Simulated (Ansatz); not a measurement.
## Structures of Si2W: which is lowest?

Plane-wave DFT in Ansatz with scalar-relativistic PAW potentials, cutoff 500 eV, Γ-centred meshes chosen by cell and gap, Gaussian smearing with energies taken to zero width. Every cell was relaxed (cell and atoms) in a run of its own, within the symmetry of its start. Functional: r2SCAN.

Relaxed structures (starts from databases or built by putting these elements on another compound's sites):
A. I4/mmm, 3 atoms in the computed cell, a = 3.212 Å, c = 7.804 Å; sites (symmetry × multiplicity) Si 4mm × 4, W 4/mmm × 2; start: database
B. P6_422, 9 atoms in the computed cell, a = 4.580 Å, c = 6.609 Å; sites (symmetry × multiplicity) W 222 × 3, Si ..2 × 6; start: built

Question: Rank them by energy. Could pressure change the order?

Answer:
```csv
structure,group,E − E(lowest) (meV/atom),V (Å³/atom),gap on mesh (eV)
A,I4/mmm,0.0,13.42,0.00
B,P6_422,72,13.34,0.13
```

A is lowest, 72 meV/atom under B. The two lowest differ in volume by under 3 %, too little for a first-order estimate of what pressure does to that pair (other pairs aren't weighed here); with rigid cells even 3 % in favour of the higher one would need about 29 GPa. Other structures may lie lower than all of these, and vibrations aren't counted.

Spin-orbit coupling is left out, which matters for the bands of heavy elements.